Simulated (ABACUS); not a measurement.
**Cs under changes of volume**

One of the cells (122.477 Å³/atom); the others are scaled copies at fixed shape and fractional positions:

```
Cs
1.0
    -3.12847    3.12847    3.12847
     3.12847   -3.12847    3.12847
     3.12847    3.12847   -3.12847
Cs
1
Direct
  0.00000 0.00000 0.00000
```

```yaml
Program: ABACUS 3.10.1
Functional: PBE
Potentials_or_basis: PseudoDojo NC SR 0.4.1 PBE standard
Cutoff: 680 eV
Density_cutoff: 2721 eV
Basis: plane waves
k_mesh: 6 × 6 × 6
Occupations: fermi-dirac, width 0.05 eV
Spin: no spin polarisation
```

| volume (Å³/atom) | energy over the lowest point (meV/atom) | pressure (GPa) |
| --- | --- | --- |
| 115.128 | 0.31 | 0.0 |
| 117.578 | 0.00 | 0.0 |
| 120.027 | ? | ? |
| 122.477 | 1.16 | -0.1 |
| 124.926 | 2.52 | -0.1 |
| 127.376 | 4.35 | -0.1 |
| 129.825 | 6.60 | -0.2 |

Problem. What does the run at 120.027 Å³/atom give?

Solution. Energy over the lowest point 0.30 meV/atom; pressure 0.0 GPa.

Worked out: A Birch-Murnaghan fit of order 3 (a polynomial in V^(-2/3)) to the other rows has its minimum at 117.55 Å³/atom with B0 = V·E''(V) = 1.9 GPa and B' = 3.4. It gives 0.30 meV/atom at 120.027 Å³/atom, against the run's 0.30, and -dE/dV = 0.0 GPa, against 0.0.

Energies are extrapolated to zero smearing.
